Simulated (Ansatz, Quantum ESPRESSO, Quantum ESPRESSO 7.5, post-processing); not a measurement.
## Band line-up of the MgS/ZnSe(110) superlattice, 5 + 5 layers, a = 5.606 Å

Aim: valence and conduction offsets of the MgS/ZnSe(110) superlattice, 5 + 5 layers, a = 5.606 Å from the line-up of mean potentials.

Main program and level: Quantum ESPRESSO 7.5; plane-wave DFT, LDA, GBRV ultrasoft pseudopotentials (cross-check by Ansatz 0.2.0 with PAW datasets).

## 1. Starting point

The cell holds 20 atoms: 5 Mg, 5 S, 5 Zn and 5 Se. Its edges and angles: a = 5.606 Å, b = 3.964 Å, c = 19.820 Å, α = 90.0°, β = 90.0°, γ = 90.0°. Regions: MgS, 10 atoms (5 Mg and 5 S); ZnSe, 10 atoms (5 Zn and 5 Se). The structure's axis is c.

## 2. The superlattice in Ansatz, atoms held

The atoms stay on the ideal cubic sites, so that each half of the superlattice is the very crystal whose bulk edges are computed below.

input.yaml

```yaml
crystal:
  lattice:
    - [5.606, 0.0, 0.0]
    - [0.0, 3.9640406153, 0.0]
    - [0.0, 0.0, 19.8202030767]
  atoms:
    - { symbol: Mg, position: [0.0, 0.0, 0.0] }
    - { symbol: S, position: [0.25, 0.5, 0.0] }
    - { symbol: Mg, position: [0.5, 0.5, 0.1] }
    - { symbol: S, position: [0.75, 0.0, 0.1] }
    - { symbol: Mg, position: [0.0, 0.0, 0.2] }
    - { symbol: S, position: [0.25, 0.5, 0.2] }
    - { symbol: Mg, position: [0.5, 0.5, 0.3] }
    - { symbol: S, position: [0.75, 0.0, 0.3] }
    - { symbol: Mg, position: [0.0, 0.0, 0.4] }
    - { symbol: S, position: [0.25, 0.5, 0.4] }
    - { symbol: Zn, position: [0.5, 0.5, 0.5] }
    - { symbol: Se, position: [0.75, 0.0, 0.5] }
    - { symbol: Zn, position: [0.0, 0.0, 0.6] }
    - { symbol: Se, position: [0.25, 0.5, 0.6] }
    - { symbol: Zn, position: [0.5, 0.5, 0.7] }
    - { symbol: Se, position: [0.75, 0.0, 0.7] }
    - { symbol: Zn, position: [0.0, 0.0, 0.8] }
    - { symbol: Se, position: [0.25, 0.5, 0.8] }
    - { symbol: Zn, position: [0.5, 0.5, 0.9] }
    - { symbol: Se, position: [0.75, 0.0, 0.9] }
kpoints:
  mp_grid: { grid: [6, 8, 1] }
hamiltonian:
  xc: lda
scf:
  occupations: { method: fermi_dirac, width: 0.02 }
  convergence: { dr2_threshold: 1.0e-08 }
output:
  eigenvalues: true
  write_potential: true
  write_density: true
  volumetric_format: npy
checkpoint:
  write: relax.run
  compress: false
  write_wavefunctions: false
```

Command:

```bash
$ ansatz run input.yaml --threads 4 --pin off --max-ram 8192MiB --backend cpu --events-out ev --progress --plain --runs-dir out
```

Planned after this: SCF with pw.x of bulk MgS; bands along a path of bulk MgS; electrostatic potential of bulk MgS; macroscopic average of bulk MgS; self-consistent run of bulk ZnSe; band structure of bulk ZnSe; electrostatic potential of bulk ZnSe; planar and running averages of bulk ZnSe; self-consistent run of the superlattice; electrostatic potential of the superlattice; macroscopic average of the superlattice; projected density of states; the line-up; cross-check with Ansatz of bulk MgS; cross-check with Ansatz of bulk ZnSe; offsets by Ansatz's align-bands; all levels side by side; SCF with pw.x of bulk ZnSe, with smearing = mp and degauss = 0.005. Settings of the main run: cutoff 40 Ry, smearing, fd smearing, smearing width 0.002 Ry, SCF threshold 1.00e-7 Ry, gbrv-lda-1.5 potentials, 6×8×1 k-mesh, mpi ranks 4, pools 2, omp threads 1.

Before running: what should come out for the valence top of ZnSe less that of MgS and conduction bottom of ZnSe less that of MgS?

The valence top of ZnSe lies 1.10 eV above that of MgS, and its conduction bottom 1.07 eV below (LDA, GBRV ultrasoft). At this level the alignment is straddling (type I): one gap lies inside the other. The conduction bottom lies at Γ in MgS and at Γ in ZnSe.

| Item | Value |
| --- | --- |
| valence top of ZnSe less that of MgS | 1.10 eV |
| conduction bottom of ZnSe less that of MgS | -1.07 eV |
| gap of bulk MgS along the path | 3.33 eV |
| gap of bulk ZnSe along the path | 1.16 eV |

The atoms are held on ideal sites, so the interface is not relaxed. The thickness of the layers was not varied. Quantum ESPRESSO and Ansatz give 1.10 and 1.09 eV for the valence offset, which agree. Both crystals are held cubic at a = 5.606 Å, a typed value between or near their lattice constants, which no run here tested; a real film grown on one of them would be clamped in the plane and relax along the normal. Semilocal gaps are too small and can put the valleys in the wrong order, which spoils the conduction offset more than the valence offset. Spin-orbit coupling is left out; depending on the atoms that carry the levels of interest, it can split and shift them by tens to hundreds of meV.

[Logs are printed without paths, hosts, clocks, repeated set-up lines and the standing remarks that a program may print on its own settings, such as how far it seeks lower states.]

[Hosts, paths, dates, database ids (printed as entryN), source tags and the programs' standing remarks are cut or masked in the printed files.]

[Maps of the electrostatic potential energy from Ansatz leave out the sawtooth potential of an applied field or a dipole correction, so their vacuum need not be flat; planar profiles and work functions include it.]
